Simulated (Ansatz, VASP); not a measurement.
**Au: VASP beside Ansatz**

File INCAR:

```
PREC = Accurate ; ENCUT = 600
EDIFF = 1E-7 ; ISMEAR = 0
SIGMA = 0.1 ; LREAL = False
LASPH = True ; NELM = 60
ALGO = Normal ; ISIF = 3
LWAVE = False ; LCHARG = False
GGA = PE ; IBRION = 2
NSW = 100 ; EDIFFG = -0.002
```

The input KPOINTS:

```
Automatic mesh
0
Gamma
  18 18 18
```

POSCAR

```
Au
1.0
    0.0000000000      2.0585000000      2.0585000000
    2.0585000000      0.0000000000      2.0585000000
    2.0585000000      2.0585000000      0.0000000000
Au
1
Direct
    0.0000000000      0.0000000000      0.0000000000
```

Input for Ansatz:

```yaml
crystal:
  lattice:
    - [0.0, 2.0585, 2.0585]
    - [2.0585, 0.0, 2.0585]
    - [2.0585, 2.0585, 0.0]
  atoms:
    - { symbol: Au, position: [0.0, 0.0, 0.0] }
basis:
  ecutwfc: 420
kpoints:
  mp_grid: { grid: [18, 18, 18] }
hamiltonian:
  xc: pbe
  pseudopotentials: { kind: paw, azcp: { folder: soft_1 } }
scf:
  occupations: { method: gaussian, width: 0.1 }
output:
  forces: true
  stress: true
  eigenvalues: true
  write_density: true
  write_potential: true
  elf: true
  volumetric_format: npy
relax:
  adjacent_minimum: "off"
  f_tol: 0.002
  max_steps: 80
  cell: { stress_tol: 0.02 }
```

Alike in both runs: task relaxation of cell and atoms; functional PBE; k mesh 18 × 18 × 18; occupations gaussian, width 0.1 eV; no spin polarisation.

```csv
,VASP,Ansatz
version,VASP 6.6.1,Ansatz 0.2.0
potentials or method,"VASP PAW PBE potentials, release 64 (Au)","scalar-relativistic, plane waves, PAW"
plane-wave cutoff (eV),600,420
valence electrons in the cell,11,19
```

Ansatz gave:

```
gap on the k mesh at the Fermi level, each at its own relaxed structure (eV) : none
relaxed volume (Å³/atom)                                                     : 17.97
relaxed cell length with the largest relative difference (Å)                 : 2.940
energy change over the relaxation (meV/atom)                                 : -7
```

Q: Estimate VASP's values.

A: gap on the k mesh at the Fermi level, each at its own relaxed structure (eV): none; relaxed volume (Å³/atom): 17.95; relaxed cell length with the largest relative difference (Å): 2.939; energy change over the relaxation (meV/atom): -7.

A gap of «none» marks a metal or a gap that the smearing closes. The two sets of potentials don't hold the same shells in valence.

Spin-orbit coupling is left out, which matters for the levels of Au. Zero-point motion and thermal expansion aren't in these numbers. PBE usually gives volumes a little too large and moduli too small.
